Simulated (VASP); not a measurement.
# Settings for MoS₂: energy to pull the layers apart

MoS₂, P6_3/mmc (no. 194), 6 atoms in the cell. OptPBE-vdW; PAW potentials Mo_sv, S (PBE set). VASP 6.6.1.

Wanted: separation energy at the given spacing within 0.2 meV/Å²; stress along the normal within 0.05 GPa.

The series start from Width added to each gap for the separated layers (Å): 8; ENCUT (eV): 520; k spacing (1/Å): 0.4; PREC: Accurate; LASPH: yes; EDIFF (eV): 1e-7; ALGO: Normal. Each series keeps the choices made before it, and each single choice may use up half of a tolerance. Times cover all steps of a run.

## Width added to each gap for the separated layers (Å)

| Width added to each gap for the separated layers (Å) | Separation energy at the given spacing (meV/Å²) | Stress along the normal (GPa) | Time (s) |
|---|---|---|---|
| 3 | 17.63 | 3.849 | 178 |
| 5 | 20.81 | 3.849 | 234 |
| 8 | 21.66 | 3.849 | 290 |
| 12 | 21.89 | 3.849 | 401 |
| 16 (reference) | 21.95 | 3.849 | 532 |

Chosen: 12, the loosest value from which every tighter one stays within half of the tolerance.

## ENCUT (eV)

| ENCUT (eV) | Separation energy at the given spacing (meV/Å²) | Stress along the normal (GPa) | Time (s) |
|---|---|---|---|
| 300 | 21.85 | 3.558 | 189 |
| 350 | 21.90 | 3.477 | 251 |
| 400 | 21.89 | 3.603 | 391 |
| 450 | 21.88 | 3.788 | 390 |
| 520 | 21.89 | 3.849 | 401 |
| 600 | 21.91 | 3.893 | 667 |
| 700 | 21.91 | 3.928 | 748 |
| 800 (reference) | 21.91 | 3.924 | 819 |

Chosen: 700.

## k spacing (1/Å)

| k spacing (1/Å) | Separation energy at the given spacing (meV/Å²) | Stress along the normal (GPa) | Time (s) |
|---|---|---|---|
| 0.8 | 16.98 | 3.565 | 592 |
| 0.55 | 20.41 | 4.305 | 649 |
| 0.4 | 21.91 | 3.928 | 748 |
| 0.3 | 21.79 | 3.924 | 725 |
| 0.22 (reference) | 21.79 | 3.919 | 800 |

Chosen: 0.3.

## All choices together

| Input | Separation energy at the given spacing (meV/Å²) | Stress along the normal (GPa) | Time (s) |
|---|---|---|---|
| program defaults, coarse mesh (naive) | 17.57 | 1.894 | 15 |
| chosen settings | 21.79 | 3.924 | 725 |
| reference settings throughout | 21.85 | 3.915 | 1165 |

The chosen settings stay within the tolerance of the reference run, but the reference itself isn't shown to be converged in: EDIFF (eV).

## The input

INCAR:
```
SYSTEM = MoS2
PREC = Accurate
ENCUT = 700
EDIFF = 1E-7
ISMEAR = 0
SIGMA = 0.02
LREAL = .False.
LASPH = .True.
GGA_COMPAT = .False.
ALGO = Normal
NELM = 150
ISIF = 2
LWAVE = .False.
LCHARG = .False.
GGA = OR
LUSE_VDW = .True.
AGGAC = 0.0
KPAR = 4
```

KPOINTS.step1:
```
Automatic mesh
0
Gamma
  8 8 2
  0 0 0
```

KPOINTS.step2:
```
Automatic mesh
0
Gamma
  8 8 1
  0 0 0
```

POSCAR.step1:
```
MoS2
1.0
    3.1690000000      0.0000000000      0.0000000000
   -1.5845000000      2.7444345046      0.0000000000
    0.0000000000      0.0000000000     12.3240000000
Mo S
2 4
Direct
    0.6666666670      0.3333333330      0.7500000000
    0.3333333330      0.6666666670      0.2500000000
    0.6666666670      0.3333333330      0.3770000000
    0.3333333330      0.6666666670      0.8770000000
    0.6666666670      0.3333333330      0.1230000000
    0.3333333330      0.6666666670      0.6230000000
```

POSCAR.step2:
```
MoS2
1.0
    3.1690000000      0.0000000000      0.0000000000
   -1.5845000000      2.7444345046      0.0000000000
    0.0000000000      0.0000000000     36.3240000000
Mo S
2 4
Direct
    0.6666666670      0.3333333330      0.5848199540
    0.3333333330      0.6666666670      0.0848199540
    0.6666666670      0.3333333330      0.1279084900
    0.3333333330      0.6666666670      0.6279084900
    0.6666666670      0.3333333330      0.0417314170
    0.3333333330      0.6666666670      0.5417314170
```

Commands (each step's output is kept before the next begins):
```
cat potpaw_PBE.64/Mo_sv/POTCAR potpaw_PBE.64/S/POTCAR > POTCAR
cp KPOINTS.step1 KPOINTS
cp POSCAR.step1 POSCAR
mpirun -np 4 vasp_std > vasp.out
rm WAVECAR CHG
cp KPOINTS.step2 KPOINTS
cp POSCAR.step2 POSCAR
mpirun -np 4 vasp_std > vasp.out
```

The chosen input took VASP 6.6.1 725 s on 4 cores (Intel Xeon 6975P-C (Granite Rapids)), a shared host.

## An input that fails: ENCUT 150

It runs to its end, but against the unchanged starting input it is off by 7.15 meV/Å² in the separation energy at the given spacing, 163.834 GPa in the stress along the normal.

Changes against the starting input:
```
(all steps)
- ENCUT = 520
+ ENCUT = 150
```
